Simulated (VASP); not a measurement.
Input of a VASP 6.6.1 run:

File INCAR:

```
SYSTEM = BN
PREC = Accurate
ENCUT = 600
EDIFF = 1E-7
ISMEAR = 0
SIGMA = 0.03
LREAL = .FALSE.
LASPH = .TRUE.
NELM = 80
ALGO = Normal
ISIF = 3
LWAVE = .FALSE.
LCHARG = .FALSE.
GGA = PS
IBRION = 2
NSW = 90
EDIFFG = -0.005
KPAR = 4
```

File KPOINTS:

```
Automatic mesh
0
G
  14 14 14
  0 0 0
```

The input POSCAR:

```
BN                                      
1.0
   -0.0000000000      1.8033209052      1.8033209052
    1.8033209052     -0.0000000000      1.8033209052
    1.8033209052      1.8033209052      0.0000000000
  B               N             
     1     1
Direct
     0.0000000000000000    0.0000000000000000    0.0000000000000000
     0.2500000000000000    0.2500000000000000    0.2500000000000000
```

Potentials or basis: VASP PAW PBE potentials, release 64 (B, N).

Command:

```console
$ cat potpaw_PBE.64/B/POTCAR potpaw_PBE.64/N/POTCAR > POTCAR
$ mpirun -np 4 vasp_std > vasp.out
```

Question: Predict the band gap on the k mesh.

Answer: 4.28 eV, indirect (least direct gap 8.79 eV).

Final structure:
```xyz
2
Lattice="0.0000 1.8033 1.8033 1.8033 0.0000 1.8033 1.8033 1.8033 0.0000" Properties=species:S:1:pos:R:3 pbc="T T T"
B     0.0000    0.0000    0.0000
N     0.9017    0.9017    0.9017
```

Caveat: the relaxation stopped at its first step, so nothing moved. A k mesh can miss the band edges.
